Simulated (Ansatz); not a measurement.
Li3N in space group P6/mmm (No. 191; Li on 1b, Li on 2c, N on 1a), a = b = 3.5432 Å, c = 3.7863 Å, α = β = 90.00°, γ = 120.00°.

Relaxed with LDA.

Decompose the optical modes at the zone centre into irreducible representations, and say which are infrared and Raman allowed.

Point group 6/mmm: Γ_opt = 2A2u + B1g + 2E1u + E2g. Infrared: A2u, E1u. Raman: E2g.

Assign frequencies (DFPT, the program Ansatz at the LDA level (PAW); without the LO–TO term).

B1g 74i, E1u 323, E1u 455, A2u 508, E2g 651, A2u 710 cm⁻¹.

Subscripts of B labels follow the axes of the standard setting.

The LDA relaxation kept the symmetry of its start. At this level the phase is dynamically unstable (imaginary phonons).

Potentials: the later of the program's two PAW sets.
